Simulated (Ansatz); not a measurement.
# SnS: properties at the relaxed cell

This session takes SnS and sets out to relax it again with other functionals.

Computed with Ansatz 0.2.0 (DFT PBE, scalar-relativistic, plane waves, PAW, unless a step's input says otherwise).

1 further run of the same task is left out (set aside as unsound or not needed).

## Step 1: Starting point

It takes space group Pnma (No. 62, orthorhombic). Conventional cell: a = 11.446 Å, b = 4.023 Å, c = 4.454 Å, α = 90.00°, β = 90.00°, γ = 90.00°. Around Sn (site symmetry m) lie 3 S at 2.66 to 2.69 Å. S (site symmetry m) has 3 Sn at 2.66 to 2.69 Å as nearest neighbours.

Structure file:

```
Sn S
1.0
    11.44551    0.00000    0.00000
     0.00000    4.02328    0.00000
     0.00000    0.00000    4.45420
Sn S
4 4
Direct
  0.12154 0.25000 0.13001
  0.37846 0.75000 0.63001
  0.62154 0.25000 0.36999
  0.87846 0.75000 0.86999
  0.84990 0.25000 0.47744
  0.65010 0.75000 0.97744
  0.34990 0.25000 0.02256
  0.15010 0.75000 0.52256
```

This cell was relaxed beforehand with the same method: volume 25.64 Å³/atom, gap on the mesh 1.05 eV.

## Step 2: The cell under LDA

File input.yaml:

```yaml
crystal:
  lattice:
    - [11.4455091705, 0.0, 0.0]
    - [0.0, 4.0232845669, 0.0]
    - [0.0, 0.0, 4.4542011089]
  atoms:
    - { symbol: Sn, position: [0.1215423555, 0.25, 0.1300059133] }
    - { symbol: Sn, position: [0.3784576445, 0.75, 0.6300059133] }
    - { symbol: Sn, position: [0.6215423555, 0.25, 0.3699940867] }
    - { symbol: Sn, position: [0.8784576445, 0.75, 0.8699940867] }
    - { symbol: S, position: [0.8498958213, 0.25, 0.4774431144] }
    - { symbol: S, position: [0.6501041787, 0.75, 0.9774431144] }
    - { symbol: S, position: [0.3498958213, 0.25, 0.0225568856] }
    - { symbol: S, position: [0.1501041787, 0.75, 0.5225568856] }
basis:
  ecutwfc: 420
kpoints:
  mp_grid: { grid: [4, 8, 6] }
hamiltonian:
  xc: lda
scf:
  occupations: { method: gaussian, width: 0.02 }
output:
  forces: true
  stress: true
  eigenvalues: true
relax:
  adjacent_minimum: "off"
  f_tol: 0.005
  max_steps: 50
  cell: { stress_tol: 0.05 }
```

On the command line:

```bash
$ ansatz run input.yaml --threads 2 --pin off --max-ram 5120MiB --backend cpu --events-out ev --progress --plain --runs-dir out
```

## Step 3: The cell under PBE+D3(BJ)

input.yaml: that of step 2 with these lines changed.

```diff
@@ -19,3 +19,4 @@
 hamiltonian:
-  xc: lda
+  xc: pbe
+  dispersion: d3bj
 scf:
```

(Steps that only read results are left out.)

**Question.** What will these runs give?

**Answer**, as computed:

The volumes rise in the order LDA, PBE+D3(BJ), PBE, over 13.0 %. PBE+D3(BJ) comes nearest to the reported cell (-1.8 %), which holds thermal expansion that these runs lack.
